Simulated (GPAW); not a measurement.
A run of GPAW 26.7.0:

run.py

```python
import numpy as np
from ase import Atoms
from ase.dft.bandgap import bandgap
from ase.io import write
from gpaw import GPAW, PW, setup_paths
from gpaw.response.df import DielectricFunction

setup_paths.insert(0, '.')

atoms = Atoms(['Mo', 'Mo', 'S', 'S', 'S', 'S'],
              cell=[[3.184541456, 0.0, 0.0],
                    [-1.592270728, 2.7578938003, 0.0],
                    [0.0, 0.0, 21.67053472]],
              scaled_positions=[[0.3333333333, 0.6666666667, 0.85116023],
                                [0.6666666667, 0.3333333333, 0.14883977],
                                [0.6666666667, 0.3333333333, 0.77962539],
                                [0.3333333333, 0.6666666667, 0.077251],
                                [0.6666666667, 0.3333333333, 0.922749],
                                [0.3333333333, 0.6666666667, 0.22037461]],
              pbc=True)

calc = GPAW(mode=PW(450),
            xc='PBEsol',
            kpts={'size': (8, 8, 1), 'gamma': True},
            occupations={'name': 'fermi-dirac', 'width': 0.001},
            nbands=46,
            convergence={'density': 1e-06},
            maxiter=150,
            txt='gpaw.txt')
atoms.calc = calc
energy = atoms.get_potential_energy()
calc.write('gs.gpw')
write('result.traj', atoms)
print(f'Energy: {energy:.6f} eV')
print('Fermi level:', round(calc.get_fermi_level(), 4), 'eV')
print(f'Gap: {bandgap(calc)[0]:.4f} eV, direct: {bandgap(calc, direct=True)[0]:.4f} eV')

for size in [(11, 11, 2), (15, 15, 2)]:
    name = 'x'.join(str(n) for n in size)
    dense = calc.fixed_density(kpts={'size': size, 'gamma': True},
                               nbands=80, convergence={'bands': 74, 'eigenstates': 1e-7},
                               update_fermi_level=True, txt=f'dense-{name}.txt')
    dense.write(f'{name}.gpw', mode='all')
    df = DielectricFunction(f'{name}.gpw', frequencies=np.array([0.0]), hilbert=False, eta=0.001,
                            ecut=80, nbands=74, intraband=False, txt=f'df-{name}.txt')
    for xc in ['RPA', 'Bootstrap', 'ALDA_X']:
        for direction in ['x', 'y', 'z', [0, 1, 1], [1, 0, 1], [1, 1, 0]]:
            e0, e = df.get_macroscopic_dielectric_constant(xc=xc, direction=direction)
            print(f'{name} {xc} {direction}: {e0:.4f} without, {e:.4f} with local fields')
```

Potentials or basis: PAW data sets generated in the run's folder for this functional, pw.

Command:

```sh
$ gpaw-setup -f PBEsol Mo S
$ OMP_NUM_THREADS=1 python run.py
```

Hardware: 1 thread of Arm Neoverse V1, on a shared host.

Estimate the wall time of this run.

It took 22 min on 1 thread of Arm Neoverse V1, on a shared host, peak memory 3.2 GiB. Counts: scf iterations 54, plane waves 4215, bands 46, k points 10.
